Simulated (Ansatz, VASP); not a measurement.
# Cross-check of InP between VASP and Ansatz, part 2 of 2

Wanted: the spread between two codes on one cell, functional and k mesh. The cell is taken from a series of VASP runs on this material, whose earlier steps may have relaxed, scaled or displaced it; both programs get it as it stands.

VASP 6.6.1 and Ansatz 0.2.0.

So far. Step 4 (Side by side): Among the levels compared at these points, filled levels agree within 12 meV and empty ones within 18 meV.

### 5. VASP: band structure, HSE06, spin-orbit coupling

Level of this step: HSE06, spin-orbit coupling; plane waves and PAW (In_d, P) (VASP).

The same path points are solved in both programs, so levels can be compared one by one.

The run reads the wave functions of an earlier VASP run, which isn't shown here.

INCAR reads:

```
SYSTEM = InP
PREC = Accurate
ENCUT = 350
EDIFF = 1E-06
NELM = 100
ISMEAR = 0
SIGMA = 0.03
LREAL = .FALSE.
ALGO = Normal
LHFCALC = .TRUE.
AEXX = 0.25
GGA = PE
HFSCREEN = 0.2
LASPH = .TRUE.
LNONCOLLINEAR = .TRUE.
MAGMOM = 0 0 0 0 0 0
NBANDS = 30
GGA_COMPAT = .FALSE.
LSORBIT = .TRUE.
PRECFOCK = Fast
LORBIT = 11
LWAVE = .FALSE.
LCHARG = .FALSE.
KPAR = 4
```

POSCAR reads:

```
InP
1.0
    0.0000000000      2.9343500000      2.9343500000
    2.9343500000      0.0000000000      2.9343500000
    2.9343500000      2.9343500000      0.0000000000
In P
1 1
Direct
    0.0000000000      0.0000000000      0.0000000000
    0.7500000000      0.7500000000      0.7500000000
```

KPOINTS reads:

```
Automatic mesh
0
Gamma
4 4 4
0 0 0
```

KPOINTS_OPT reads:

```
Line mode
10
Line-mode
Reciprocal
  0.00000000   0.00000000   0.00000000 GAMMA
  0.50000000   0.00000000   0.50000000 X

  0.50000000   0.00000000   0.50000000 X
  0.50000000   0.25000000   0.75000000 W

  0.50000000   0.25000000   0.75000000 W
  0.37500000   0.37500000   0.75000000 K

  0.37500000   0.37500000   0.75000000 K
  0.00000000   0.00000000   0.00000000 GAMMA

  0.00000000   0.00000000   0.00000000 GAMMA
  0.50000000   0.50000000   0.50000000 L

  0.50000000   0.50000000   0.50000000 L
  0.62500000   0.25000000   0.62500000 U

  0.62500000   0.25000000   0.62500000 U
  0.50000000   0.25000000   0.75000000 W

  0.50000000   0.25000000   0.75000000 W
  0.50000000   0.50000000   0.50000000 L

  0.50000000   0.50000000   0.50000000 L
  0.37500000   0.37500000   0.75000000 K

  0.62500000   0.25000000   0.62500000 U
  0.50000000   0.00000000   0.50000000 X
```

PAW data sets: In_d and P (PBE family, release 64).

On the command line:

```console
> mpirun -np 4 vasp_ncl
```

Numbers of over 12 decimals in the logs are rounded to 6 here.

What it wrote:

```text
[banner, memory and clock lines left out]
running    4 mpi-ranks, on    1 nodes
[...]
LDA part: xc-table for (Slater+PW92), standard interpolation
 found WAVECAR, reading the header
 POSCAR, INCAR and KPOINTS ok, starting setup
[...]
reading WAVECAR
 the WAVECAR file was read successfully
 initial charge from wavefunction
 entering main loop
       N       E                     dE             d eps       ncg     rms          rms(c)
DAV:   1    -0.995803703941E+01   -0.99580E+01   -0.10526E+00   814   0.173E+01    0.344E+00
DAV:   2    -0.996311317898E+01   -0.50761E-02   -0.95528E-02   766   0.347E+00    0.387E+00
DAV:   3    -0.995919979015E+01    0.39134E-02   -0.12723E-02   864   0.155E+00    0.338E+00
DAV:   4    -0.995827730834E+01    0.92248E-03   -0.14947E-03   812   0.525E-01    0.215E+00
DAV:   5    -0.995811142190E+01    0.16589E-03   -0.29836E-04   806   0.215E-01    0.134E+00
DAV:   6    -0.995806050312E+01    0.50919E-04   -0.39394E-05   810   0.909E-02    0.816E-01
[...]
1 F= -.99580362E+01 E0= -.99580362E+01  d E =-.114967E-10  mag=     0.0000     0.0000     0.0000
 Start KPOINTS_OPT (optional k-point list driver)
k-point batch [1-10\100]
       N       E                     dE             ncg
DAV:   1     0.635225552160E+03   -0.15131E+04      600
DAV:   2    -0.903156674989E+03   -0.15384E+04      608
DAV:   3    -0.107652004769E+04   -0.17336E+03      746
DAV:   4    -0.108494715260E+04   -0.84271E+01      742
DAV:   5    -0.108529616569E+04   -0.34901E+00      954
DAV:   6    -0.108530191429E+04   -0.57486E-02      818
DAV:   7    -0.108530206550E+04   -0.15121E-03      962
DAV:   8    -0.108530206846E+04   -0.29625E-05      802
DAV:   9    -0.108530206854E+04   -0.81905E-07      544
[...]
k-point batch [91-100\100]
       N       E                     dE             ncg
DAV:   1     0.500263443995E+03   -0.44751E+04      606
DAV:   2    -0.997466495179E+03   -0.14977E+04      618
DAV:   3    -0.115782569705E+04   -0.16036E+03      754
DAV:   4    -0.116434933212E+04   -0.65236E+01      812
DAV:   5    -0.116464421518E+04   -0.29488E+00      974
DAV:   6    -0.116464843306E+04   -0.42179E-02      828
DAV:   7    -0.116464856933E+04   -0.13628E-03      980
DAV:   8    -0.116464857194E+04   -0.26050E-05      818
DAV:   9    -0.116464857202E+04   -0.80244E-07      644
```

OUTCAR, selected parts (step 5):

```text
 POSITION                                       TOTAL-FORCE (eV/Angst)
 -----------------------------------------------------------------------------------
      0.00000      0.00000      0.00000        -0.000000     -0.000000     -0.000000
      4.40152      4.40152      4.40152         0.000000      0.000000      0.000000
 -----------------------------------------------------------------------------------
    total drift:                               -0.000000     -0.000001      0.000002

  FREE ENERGIE OF THE ION-ELECTRON SYSTEM (eV)
  ---------------------------------------------------
  free  energy   TOTEN  =        -9.9580361695 eV

  energy  without entropy=       -9.9580361695  energy(sigma->0) =       -9.95803617

 magnetization (x)
# of ion       s       p       d       tot
------------------------------------------
    1        0.000   0.000   0.000   0.000
    2       -0.000  -0.000   0.000  -0.000
--------------------------------------------------
tot         -0.000   0.000   0.000   0.000

 magnetization (y)
# of ion       s       p       d       tot
------------------------------------------
    1        0.000   0.000  -0.000   0.000
    2        0.000   0.000   0.000   0.000
--------------------------------------------------
tot          0.000   0.000  -0.000   0.000

 magnetization (z)
# of ion       s       p       d       tot
------------------------------------------
    1        0.000   0.000   0.000   0.000
    2        0.000   0.000   0.000   0.000
--------------------------------------------------
tot          0.000   0.000   0.000   0.000

[... 1 part as in an earlier step ...]

[... 2 further parts left out ...]
[key lines of the parts left out:]
E-fermi :   4.8909
```

### 6. Ansatz: band structure, HSE06, spin-orbit coupling

The same cell, functional, mesh and smearing now go to Ansatz, which takes its cutoff from its data sets.

The cell is taken from a series of VASP runs on this material, whose earlier steps may have relaxed, scaled or displaced it; both programs get it as it stands.

input.yaml reads:

```yaml
crystal:
  lattice:
    - [0.0, 2.93435, 2.93435]
    - [2.93435, 0.0, 2.93435]
    - [2.93435, 2.93435, 0.0]
  atoms:
    - { symbol: In, position: [0.0, 0.0, 0.0] }
    - { symbol: P, position: [0.75, 0.75, 0.75] }
hamiltonian:
  xc: { exchange: pbe, correlation: pbe, exx: { coeff: 0.25, omega: 0.2 } }
  pseudopotentials: { kind: paw_fr }
magnetization:
  noncollinear: true
  spin_orbit: true
kpoints:
  mp_grid: { grid: [4, 4, 4] }
  band_path:
    path:
      - [0.0, 0.0, 0.0]
      - [0.5, 0.0, 0.5]
      - [0.5, 0.22222, 0.72222]
      - [0.40278, 0.34722, 0.75]
      - [0.125, 0.125, 0.25]
      - [0.27778, 0.27778, 0.27778]
      - [0.55556, 0.38889, 0.55556]
      - [0.58333, 0.25, 0.66667]
      - [0.5, 0.30556, 0.69444]
      - [0.48611, 0.48611, 0.52778]
      - [0.625, 0.25, 0.625]
      - [0.5, 0.0, 0.5]
    npoints: 1
scf:
  occupations: { method: gaussian, width: 0.03 }
  n_extra_bands: 14
output:
  forces: true
  stress: true
  eigenvalues: true
  write_density: true
  write_potential: true
  elf: true
  volumetric_format: npy
```

On the command line:

```console
> ansatz run input.yaml --threads 4 --pin off --max-ram 9216MiB --backend cpu --events-out ev --progress --plain --runs-dir out
```

What it wrote:

```text
[...]
non-collinear run that drives no moment, with spin-orbit: no starting moment large enough to seed its density (crystal.atoms[].spin), no starting occupations that ask for one, no magnetisation constraint and no magnetic field, so the semilocal B_xc is pinned to zero
Crystal: 2 atoms, lattice volume = 50.532 Å³
[...]
k-point 0: bands = [... 14 lower, 6.5720, 6.5720, 6.5720, 6.5720, 8.0678, 8.0678, 11.1558, 11.1558, ... 10 higher]
  k-point 1: bands = [... 14 lower, 5.8781, 5.8781, 5.9800, 5.9941, 9.1403, 9.1403, 12.0723, 12.0723, ... 10 higher]
  k-point 2: bands = [... 14 lower, 5.4120, 5.4120, 5.5386, 5.5386, 8.8214, 8.8214, 12.1199, 12.1199, ... 10 higher]
  k-point 7: bands = [... 14 lower, 3.2522, 3.3311, 3.3983, 3.4742, 11.5967, 11.6017, 11.9360, 11.9622, ... 10 higher]
[key lines of the parts left out:]
Magnetization: |M| = 0.0000 μB,  M = (+0.0000, +0.0000, +0.0000) μB
Free energy (F): -6356.453630 eV
Fermi energy:    7.320120 eV
P = ⅓ Tr σ = 1.3247 GPa (13.247 kbar)
```

Wall time 99 s (4 threads of Arm Neoverse V1, shared host); peak memory 1 GiB; 6.1 min of CPU time.

### 7. Comparison

What differs besides the data sets and the points named for the pairs above, as far as they apply: spin-orbit coupling enters by fully relativistic files in Ansatz and inside the spheres in VASP. Total energies have different zeros and are not compared.

The two programs side by side:

```csv
quantity,Ansatz,VASP,difference
gap over the path points (eV),1.496,1.493,+0.003
```

Levels at points of the path, from each program's valence-band top (eV; 6 filled, then empty):

```csv
k (reciprocal lattice),Ansatz,VASP
0.000 0.000 0.000,-0.12 -0.12 0.00 0.00 0.00 0.00 1.50 1.50 4.58 4.58 5.04 5.04,-0.11 -0.11 0.00 0.00 0.00 0.00 1.49 1.49 4.61 4.61 5.04 5.04
0.500 0.000 0.500,-6.26 -6.26 -2.62 -2.62 -2.52 -2.52 2.36 2.36 2.99 2.99 10.39 10.39,-6.26 -6.26 -2.61 -2.61 -2.52 -2.52 2.36 2.36 2.99 2.99 10.40 10.40
0.500 0.222 0.722,-6.09 -6.08 -3.30 -3.22 -3.16 -3.08 4.81 4.84 5.21 5.23 6.58 6.79,-6.09 -6.08 -3.29 -3.22 -3.15 -3.08 4.81 4.84 5.21 5.24 6.60 6.79
0.403 0.347 0.750,-6.10 -6.08 -3.65 -3.55 -2.27 -2.23 3.21 3.24 5.26 5.29 8.04 8.14,-6.10 -6.08 -3.64 -3.55 -2.27 -2.23 3.21 3.24 5.27 5.29 8.06 8.15
0.125 0.125 0.250,-2.72 -2.67 -1.23 -1.13 -0.30 -0.28 3.12 3.15 4.83 4.98 5.33 5.38,-2.72 -2.67 -1.22 -1.13 -0.30 -0.28 3.12 3.15 4.84 4.99 5.34 5.39
0.278 0.278 0.278,-4.15 -4.15 -0.78 -0.78 -0.68 -0.66 2.52 2.52 5.56 5.56 5.80 5.80,-4.15 -4.15 -0.78 -0.78 -0.68 -0.66 2.52 2.52 5.57 5.57 5.80 5.81
0.556 0.389 0.556,-6.12 -6.10 -2.52 -2.44 -1.46 -1.45 3.37 3.39 5.23 5.25 6.47 6.47,-6.11 -6.10 -2.52 -2.44 -1.46 -1.45 3.37 3.39 5.23 5.26 6.48 6.49
0.583 0.250 0.667,-6.09 -6.08 -3.62 -3.52 -2.40 -2.34 3.41 3.45 5.28 5.30 7.73 7.85,-6.09 -6.08 -3.61 -3.52 -2.40 -2.34 3.41 3.45 5.28 5.30 7.74 7.86
0.500 0.306 0.694,-6.03 -6.01 -3.53 -3.42 -2.66 -2.56 4.72 4.73 5.23 5.30 6.37 6.49,-6.03 -6.01 -3.52 -3.42 -2.65 -2.56 4.72 4.73 5.23 5.30 6.38 6.49
0.486 0.486 0.528,-6.25 -6.25 -1.28 -1.24 -1.10 -1.09 2.37 2.39 5.50 5.53 5.72 5.72,-6.25 -6.25 -1.27 -1.24 -1.10 -1.09 2.37 2.39 5.51 5.54 5.72 5.73
```

Among the levels compared at these points, filled levels agree within 11 meV and empty ones within 23 meV.

### 8. What came out

```
difference in gap over the path points (band structure, PBE0)                       : -0.016 eV
difference in gap over the path points (band structure, HSE06, spin-orbit coupling) : 0.0027 eV
```

What this shows: The difference in gap over the path points is -0.016 eV (band structure, PBE0), within the 0.08 eV picked in this series as the mark of a large difference. How closely two codes agree says nothing of how well the functional describes the real material.

[Lines on the potential files, build, host, timing and source positions are cut from VASP's logs without a mark.]

[Logs are printed without paths, hosts, clocks, repeated set-up lines and the standing remarks that a program may print on its own settings, such as how far it seeks lower states.]

[Hosts, paths, dates, database ids (printed as entryN), source tags and the programs' standing remarks are cut or masked in the printed files.]
